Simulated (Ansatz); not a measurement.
**Al on Al(110): two geometries relaxed**

Aim: relax the geometries before and after the hop to the nearest other hollow, and see whether they are two minima and how far apart in energy. The slab cell is 2×2, 5 layers thick, and the adsorbate is set down on it by hand.

Program: Ansatz 0.2.0. Level of theory: DFT PBEsol, plane waves, PAW, scalar-relativistic, no spin polarisation. These are calculated values, not measurements.

### 1 The starting structure

The cell holds 21 atoms (Al21): a = 8.100 Å, b = 5.728 Å, c = 16.728 Å, α = 90.00°, β = 90.00°, γ = 90.00°.

Coordinates:

```cif
data_structure
_symmetry_space_group_name_H-M 'P 1'
_symmetry_Int_Tables_number 1
_cell_length_a 8.1000
_cell_length_b 5.7276
_cell_length_c 16.7276
_cell_angle_alpha 90.000
_cell_angle_beta 90.000
_cell_angle_gamma 90.000
_cell_volume 776.05
loop_
_atom_site_label
_atom_site_type_symbol
_atom_site_fract_x
_atom_site_fract_y
_atom_site_fract_z
_atom_site_occupancy
Al1 Al 0.00000 0.00000 0.05978 1
Al2 Al 0.50000 0.00000 0.05978 1
Al3 Al 0.00000 0.50000 0.05978 1
Al4 Al 0.50000 0.50000 0.05978 1
Al5 Al 0.25000 0.25000 0.14538 1
Al6 Al 0.75000 0.25000 0.14538 1
Al7 Al 0.25000 0.75000 0.14538 1
Al8 Al 0.75000 0.75000 0.14538 1
Al9 Al 0.00000 0.00000 0.23098 1
Al10 Al 0.50000 0.00000 0.23098 1
Al11 Al 0.00000 0.50000 0.23098 1
Al12 Al 0.50000 0.50000 0.23098 1
Al13 Al 0.25000 0.25000 0.31658 1
Al14 Al 0.75000 0.25000 0.31658 1
Al15 Al 0.25000 0.75000 0.31658 1
Al16 Al 0.75000 0.75000 0.31658 1
Al17 Al 0.00000 0.00000 0.40218 1
Al18 Al 0.50000 0.00000 0.40218 1
Al19 Al 0.00000 0.50000 0.40218 1
Al20 Al 0.50000 0.50000 0.40218 1
Al21 Al 0.32122 0.66212 0.50919 1
```

### 2 End point A

The input, input.yaml:

```yaml
crystal:
  lattice:
    - [8.1, 0.0, 0.0]
    - [0.0, 5.727565, 0.0]
    - [0.0, 0.0, 16.727565]
  atoms:
    - { symbol: Al, position: [0.0, 0.0, 0.0597816] }
    - { symbol: Al, position: [0.5, 0.0, 0.0597816] }
    - { symbol: Al, position: [0.0, 0.5, 0.0597816] }
    - { symbol: Al, position: [0.5, 0.5, 0.0597816] }
    - { symbol: Al, position: [0.25, 0.25, 0.1453823] }
    - { symbol: Al, position: [0.75, 0.25, 0.1453823] }
    - { symbol: Al, position: [0.25, 0.75, 0.1453823] }
    - { symbol: Al, position: [0.75, 0.75, 0.1453823] }
    - { symbol: Al, position: [0.0, 0.0, 0.230983] }
    - { symbol: Al, position: [0.5, 0.0, 0.230983] }
    - { symbol: Al, position: [0.0, 0.5, 0.230983] }
    - { symbol: Al, position: [0.5, 0.5, 0.230983] }
    - { symbol: Al, position: [0.25, 0.25, 0.3165837] }
    - { symbol: Al, position: [0.75, 0.25, 0.3165837] }
    - { symbol: Al, position: [0.25, 0.75, 0.3165837] }
    - { symbol: Al, position: [0.75, 0.75, 0.3165837] }
    - { symbol: Al, position: [0.0, 0.0, 0.4021844] }
    - { symbol: Al, position: [0.5, 0.0, 0.4021844] }
    - { symbol: Al, position: [0.0, 0.5, 0.4021844] }
    - { symbol: Al, position: [0.5, 0.5, 0.4021844] }
    - { symbol: Al, position: [0.3212189, 0.6621156, 0.5091934] }
basis:
  ecutwfc: 420.0
kpoints:
  mp_grid: { grid: [2, 3, 1] }
hamiltonian:
  xc: pbesol
scf:
  occupations: { method: gaussian, width: 0.05 }
  lower_state_search: "off"
relax:
  f_tol: 0.03
  max_steps: 60
  adjacent_minimum: "off"
  constraints: [{ sites: [0, 1, 2, 3, 4, 5, 6, 7] }]
```

Command:

```bash
$ ansatz run input.yaml --threads 1 --pin off --max-ram 3072MiB --backend cpu --events-out ev --progress --plain --runs-dir out
```

Log (excerpt; [...] marks lines left out):

```text
Warning: RAYON_NUM_THREADS=1 ignored (pool sized by the plan → 1); use --threads N
[...]
Pseudopotentials: kind: paw
Pseudopotential: Al, paw, valence charge 3, recommended cutoff 420 eV (normal), Al.paw.azcp
Functional definition: PBEsol
[...]
Crystal: 21 atoms, lattice volume = 776.047 Å³
Basis set: ecut = 420 eV, 15251 PW (Γ), exchange–correlation on 120×80×240 points (8 copies of the dense FFT grid, shifted against one another)
Bands: 53, of which v1, the nominal top of the filled ones, is band 32 counted from 1 (31 counted from 0)
Symmetry: 1 space group operations
Space group: P1 (ITA 1), of the structure as read, at distance tolerance 9.2e-5 Å
k-points: 4 of 6 (time reversal used)
[...]
SCF iter   1: F=—  HF=-11008.046665 eV  |F-HF|=—  |Δ(HF+E_count)|=         —  Δρ=3.17e-3  dr2=1.03e0  ethr=1.77e-3  ⟨swp⟩=9.0  Hψ=1269  notcnv=0  defer=4
[...]
relax step   1: F+E_penalty+E_count = -11007.93373972 eV  Δ(F+E_penalty+E_count) = +0.000e0 eV  max|allowed force component| = 1.135e0 eV/Å  Δτ_max = 0.0000 Å  (7 SCF iters, dr2 threshold 2.25e-5 eV, accepted)
[...]
relax step   4: F+E_penalty+E_count = -11008.81046423 eV  Δ(F+E_penalty+E_count) = -2.047e-1 eV  max|allowed force component| = 6.391e-1 eV/Å  Δτ_max = 0.1950 Å  (5 SCF iters, dr2 threshold 1.00e-4 eV, accepted)
[...]
relax step   5: F+E_penalty+E_count = -11008.96965369 eV  Δ(F+E_penalty+E_count) = -1.592e-1 eV  max|allowed force component| = 3.622e-1 eV/Å  Δτ_max = 0.1950 Å  (5 SCF iters, dr2 threshold 1.00e-4 eV, accepted)
SCF iter   1: F=—  HF=-11009.092142 eV  |F-HF|=—  |Δ(HF+E_count)|=         —  Δρ=1.76e-3  dr2=8.44e-2  ethr=1.04e-3  ⟨swp⟩=4.0  Hψ=529  notcnv=0  defer=55
[...]
```

### 3 The output, continued: end point A relaxed

Output, continued (excerpt; [...] marks lines left out):

```text
SCF iter   2: F=—  HF=-11009.078884 eV  |F-HF|=—  |Δ(HF+E_count)|=   1.33e-2  Δρ=9.44e-4  dr2=3.13e-2  ethr=1.34e-4  ⟨swp⟩=2.5  Hψ=372  notcnv=0  defer=54
[...]
relax step   6: F+E_penalty+E_count = -11009.07358079 eV  Δ(F+E_penalty+E_count) = -1.039e-1 eV  max|allowed force component| = 1.002e-1 eV/Å  Δτ_max = 0.1949 Å  (5 SCF iters, dr2 threshold 4.21e-5 eV, accepted)
[...]
relax step   8: F+E_penalty+E_count = -11009.10181652 eV  Δ(F+E_penalty+E_count) = -1.247e-3 eV  max|allowed force component| = 3.693e-2 eV/Å  Δτ_max = 0.0270 Å  (6 SCF iters, accepted)
[...]
relax step   9: F+E_penalty+E_count = -11009.10217667 eV  Δ(F+E_penalty+E_count) = -3.601e-4 eV  max|allowed force component| = 3.590e-3 eV/Å  Δτ_max = 0.0069 Å  (5 SCF iters, accepted)
SCF converged after 5 iterations
Free energy (F): -11009.102177 eV
[...]
E sigma→0 (E₀):  -11009.100806 eV
[...]
    - { symbol: Al, position: [-0.0043751310038696554, 0.5006084344526158, 0.2245315496065287] }
    - { symbol: Al, position: [0.5043873958743046, 0.5007178742574531, 0.22454041157248367] }
    - { symbol: Al, position: [0.2500288044720809, 0.2496301294008552, 0.3084837361514411] }
    - { symbol: Al, position: [0.7500256895628131, 0.24980383059481395, 0.314726651329125] }
    - { symbol: Al, position: [0.2500380121618592, 0.7495978498151908, 0.3013834062813848] }
    - { symbol: Al, position: [0.7500322999294089, 0.7498188628262065, 0.3174107824707405] }
    - { symbol: Al, position: [0.006210812458186415, 0.003696411435776591, 0.3866926262723153] }
    - { symbol: Al, position: [0.49389250281795577, 0.0036486492577050655, 0.3866985388803469] }
    - { symbol: Al, position: [0.006189546563208297, 0.4957777974674553, 0.38669311204655216] }
    - { symbol: Al, position: [0.4938597918583857, 0.4957003222474051, 0.38671306578081216] }
    - { symbol: Al, position: [0.24998388629830157, 0.7497848105310599, 0.4611102611575776] }
```

Run time: 81 s. Hardware: 1 thread of Arm Neoverse V2, shared host; peak memory 0.67 GiB.

Relaxation path:

| step | energy from step 1 (eV/cell) | largest force component (eV/Å) |
| --- | --- | --- |
| 1 | 0.0000 | 1.1348 |
| 2 | -0.4131 | 0.7479 |
| 3 | -0.6720 | 0.7882 |
| 4 | -0.8767 | 0.6391 |
| 5 | -1.0359 | 0.3622 |
| 6 | -1.1398 | 0.1002 |
| 7 | -1.1668 | 0.0548 |
| 8 | -1.1681 | 0.0369 |
| 9 | -1.1684 | 0.0036 |

Step 1 is the start. 8 atoms are held fixed.

Largest move: Al21, 1.11 Å.

### 4 Relaxing end B

The second end starts from a geometry with the move made by hand.

The input, input.yaml:

```yaml
crystal:
  lattice:
    - [8.1, 0.0, 0.0]
    - [0.0, 5.727565, 0.0]
    - [0.0, 0.0, 16.727565]
  atoms:
    - { symbol: Al, position: [0.0, 0.0, 0.05978156] }
    - { symbol: Al, position: [0.5, 0.0, 0.05978156] }
    - { symbol: Al, position: [0.0, 0.49999999, 0.05978156] }
    - { symbol: Al, position: [0.5, 0.49999999, 0.05978156] }
    - { symbol: Al, position: [0.25, 0.25, 0.14538226] }
    - { symbol: Al, position: [0.75, 0.25, 0.14538226] }
    - { symbol: Al, position: [0.25, 0.74999999, 0.14538226] }
    - { symbol: Al, position: [0.75, 0.74999999, 0.14538226] }
    - { symbol: Al, position: [0.0, 0.0, 0.23098296] }
    - { symbol: Al, position: [0.5, 0.0, 0.23098296] }
    - { symbol: Al, position: [0.0, 0.49999999, 0.23098296] }
    - { symbol: Al, position: [0.5, 0.49999999, 0.23098296] }
    - { symbol: Al, position: [0.25, 0.25, 0.31658366] }
    - { symbol: Al, position: [0.75, 0.25, 0.31658366] }
    - { symbol: Al, position: [0.25, 0.74999999, 0.31658366] }
    - { symbol: Al, position: [0.75, 0.74999999, 0.31658366] }
    - { symbol: Al, position: [0.0, 0.0, 0.40218435] }
    - { symbol: Al, position: [0.5, 0.0, 0.40218435] }
    - { symbol: Al, position: [0.0, 0.49999999, 0.40218435] }
    - { symbol: Al, position: [0.5, 0.49999999, 0.40218435] }
    - { symbol: Al, position: [0.16666667, 0.83333332, 0.51278025] }
basis:
  ecutwfc: 420.0
kpoints:
  mp_grid: { grid: [2, 3, 1] }
hamiltonian:
  xc: pbesol
scf:
  occupations: { method: gaussian, width: 0.05 }
  lower_state_search: "off"
relax:
  f_tol: 0.03
  max_steps: 60
  adjacent_minimum: "off"
  constraints: [{ sites: [0, 1, 2, 3, 4, 5, 6, 7] }]
```

Command:

```bash
$ ansatz run input.yaml --threads 1 --pin off --max-ram 3072MiB --backend cpu --events-out ev --progress --plain --runs-dir out
```

Log (excerpt; [...] marks lines left out):

```text
Warning: RAYON_NUM_THREADS=1 ignored (pool sized by the plan → 1); use --threads N
[...]
[... 3 set-up lines as earlier in the session ...]
[...]
Crystal: 21 atoms, lattice volume = 776.047 Å³
Basis set: ecut = 420 eV, 15251 PW (Γ), exchange–correlation on 120×80×240 points (8 copies of the dense FFT grid, shifted against one another)
Bands: 53, of which v1, the nominal top of the filled ones, is band 32 counted from 1 (31 counted from 0)
[... 2 set-up lines as earlier in the session ...]
k-points: 4 of 6 (time reversal used)
[...]
SCF iter   1: F=—  HF=-11007.967520 eV  |F-HF|=—  |Δ(HF+E_count)|=         —  Δρ=3.18e-3  dr2=1.06e0  ethr=1.77e-3  ⟨swp⟩=9.0  Hψ=1248  notcnv=0  defer=7
[...]
relax step   1: F+E_penalty+E_count = -11007.85284147 eV  Δ(F+E_penalty+E_count) = +0.000e0 eV  max|allowed force component| = 1.183e0 eV/Å  Δτ_max = 0.0000 Å  (8 SCF iters, dr2 threshold 2.25e-5 eV, accepted)
[...]
relax step   4: F+E_penalty+E_count = -11008.73500783 eV  Δ(F+E_penalty+E_count) = -2.099e-1 eV  max|allowed force component| = 7.104e-1 eV/Å  Δτ_max = 0.1950 Å  (5 SCF iters, dr2 threshold 1.00e-4 eV, accepted)
[...]
relax step   5: F+E_penalty+E_count = -11008.90908487 eV  Δ(F+E_penalty+E_count) = -1.741e-1 eV  max|allowed force component| = 4.799e-1 eV/Å  Δτ_max = 0.1961 Å  (5 SCF iters, dr2 threshold 1.00e-4 eV, accepted)
[...]
SCF iter   3: F=—  HF=-11009.037690 eV  |F-HF|=—  |Δ(HF+E_count)|=   3.62e-3  Δρ=2.17e-4  dr2=1.79e-3  ethr=3.35e-5  ⟨swp⟩=2.0  Hψ=266  notcnv=0  defer=54
```

### 5 The output, continued: end point B relaxed

The log, continued (excerpt; [...] marks lines left out):

```text
SCF iter   4: F=—  HF=-11009.037383 eV  |F-HF|=—  |Δ(HF+E_count)|=   3.07e-4  Δρ=5.46e-5  dr2=1.36e-4  ethr=2.85e-6  ⟨swp⟩=2.0  Hψ=284  notcnv=0  defer=54
[...]
relax step   6: F+E_penalty+E_count = -11009.03736706 eV  Δ(F+E_penalty+E_count) = -1.283e-1 eV  max|allowed force component| = 2.125e-1 eV/Å  Δτ_max = 0.1950 Å  (5 SCF iters, dr2 threshold 1.00e-4 eV, accepted)
[...]
relax step   8: F+E_penalty+E_count = -11009.10098301 eV  Δ(F+E_penalty+E_count) = -3.652e-3 eV  max|allowed force component| = 3.866e-2 eV/Å  Δτ_max = 0.0777 Å  (6 SCF iters, accepted)
[...]
relax step   9: F+E_penalty+E_count = -11009.10217452 eV  Δ(F+E_penalty+E_count) = -1.192e-3 eV  max|allowed force component| = 4.757e-3 eV/Å  Δτ_max = 0.0198 Å  (5 SCF iters, accepted)
SCF converged after 5 iterations
Free energy (F): -11009.102175 eV
[...]
E sigma→0 (E₀):  -11009.100823 eV
[...]
    - { symbol: Al, position: [-0.004360172485848297, 0.5007925298608038, 0.22452836796339443] }
    - { symbol: Al, position: [0.5043864210197747, 0.5008455189842286, 0.22452137722354923] }
    - { symbol: Al, position: [0.24995249701443834, 0.2502569010608298, 0.30849495850112596] }
    - { symbol: Al, position: [0.7500344423171535, 0.2500310872908925, 0.31475149277538994] }
    - { symbol: Al, position: [0.24998829122313973, 0.7502765323048425, 0.3013726709627014] }
    - { symbol: Al, position: [0.7500235990104209, 0.7500855433009832, 0.31745474490815184] }
    - { symbol: Al, position: [0.006197565523562039, 0.004282416643501965, 0.3867195476133616] }
    - { symbol: Al, position: [0.4937458293072157, 0.004083421882824852, 0.386681620740053] }
    - { symbol: Al, position: [0.006153937821684876, 0.4960991255253038, 0.3866915888201776] }
    - { symbol: Al, position: [0.4938315258781136, 0.4961566963292537, 0.3866839803222105] }
    - { symbol: Al, position: [0.2500809441480351, 0.7500622521938163, 0.4610824823688333] }
```

Wall time 81 s (1 thread of Arm Neoverse V2, shared host); peak memory 0.66 GiB.

Step by step:

| step | energy from step 1 (eV/cell) | largest force component (eV/Å) |
| --- | --- | --- |
| 1 | 0.0000 | 1.1827 |
| 2 | -0.4156 | 0.7164 |
| 3 | -0.6722 | 0.8046 |
| 4 | -0.8822 | 0.7104 |
| 5 | -1.0562 | 0.4798 |
| 6 | -1.1845 | 0.2125 |
| 7 | -1.2445 | 0.0660 |
| 8 | -1.2481 | 0.0387 |
| 9 | -1.2493 | 0.0048 |

Step 1 is the start. 8 atoms are held fixed.

Largest move: Al21, 1.20 Å.

### 6 Summary of results

```
                           quantity                    value
                              end A  8 moves, 1.168 eV lower
                              end B  8 moves, 1.249 eV lower
largest difference between the ends                   0.00 Å
            end B relative to end A                +0.000 eV
```

What this shows: Both starts fell into the same minimum (no atom differs by more than 0.00 Å), so from this start no second minimum was found and no band was run; another arrangement could still be one. Equivalent sites exist by translation; this start for end B simply lay in end A's basin.
